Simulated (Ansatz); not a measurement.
System: Tl (fcc type), 1 atom in the cell.

The calculation used PBE with spin–orbit coupling, plane waves, norm-conserving pseudopotentials (Ansatz 0.2.0 development build).

Cutoff 844 eV; k-mesh 4×4×4 Γ-centred; Fermi–Dirac smearing of 0.15 eV.

```yaml
crystal:
  lattice:
    - [0.00000, 2.49330, 2.49330]
    - [2.49330, 0.00000, 2.49330]
    - [2.49330, 2.49330, 0.00000]
  atoms:
    - { symbol: Tl, position: [0.00000, 0.00000, 0.00000] }
```
Lattice in Å, positions in fractions of it.

Task: Is the cell under compression or tension, and by how much?

Result: The pressure is 0.34 GPa, so at these settings the cell is compressed and would expand.

The stress includes the program's correction for the finite plane-wave basis.

The k-mesh is coarse, so these values belong to this mesh and can lie far from the converged ones. This cubic structure is a model: it isn't the usual form of the substance at ambient conditions, and such phases are metastable or hypothetical.
